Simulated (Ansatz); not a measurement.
**Field gradients at the nuclei of AgCl**

```xyz
4
Lattice="1.8709 -5.5566 0.0000 1.8709 5.5566 0.0000 0.0000 0.0000 3.9240" Properties=species:S:1:pos:R:3 pbc="T T T"
Ag    1.8709    1.1496    2.9430
Ag    1.8709   -1.1496    0.9810
Cl    1.8709   -4.0613    0.9810
Cl    1.8709    4.0613    2.9430
```

Atoms are numbered in the order listed.

Structure from Materials Project entry mp-570858 (possibly hypothetical), not relaxed further.

Methods: DFT, PBEsol, all-electron PAW with datasets made for the crystal, scalar-relativistic (Ansatz 0.2.0); DFT, PBEsol, PAW with Ansatz's default frozen-core files, scalar-relativistic (Ansatz 0.2.0).

For the crystal-made all-electron datasets (AE datasets): a Γ-centred 9×9×8 k mesh, Fermi–Dirac smearing of 0.03 eV, cutoff 260 eV (chosen by the program for this cell), no spin polarisation. PAW takes a cutoff of 420 eV at this cell (files made with PBE, cores remade for this functional). The Ansatz runs share mesh, smearing and spin set-up.

Spin–orbit coupling is left out, which moves gradients at and beside heavy atoms by some per cent and at worst by a factor of two.

Vzz is the principal value of largest size of the traceless field-gradient tensor, in 10²¹ V/m², and η = (Vxx − Vyy)/Vzz with |Vzz| ≥ |Vyy| ≥ |Vxx|.

```json
{"site": "Ag1", "site symmetry": "m2m", "Vzz (η), AE datasets": "4.75 (η = 0.01)", "Vzz (η), PAW": "4.78 (η = 0.01)"}
{"site": "Cl3", "site symmetry": "m2m", "Vzz (η), AE datasets": "-5.59 (η = 0.27)", "Vzz (η), PAW": "-5.62 (η = 0.27)"}
```

The Cartesian tensor at Cl3 from AE datasets, in 10²¹ V/m²:

```
 3.54  0.00  0.00
 0.00 -5.59  0.00
 0.00  0.00  2.05
```

Task: Taking Q(Cl-35) = -0.0817 b, what quadrupole coupling constant follows at Cl3 from AE datasets?

Result: Cq = eQVzz/h = 24.180 MHz × -0.0817 × (-5.59) = 11 MHz.
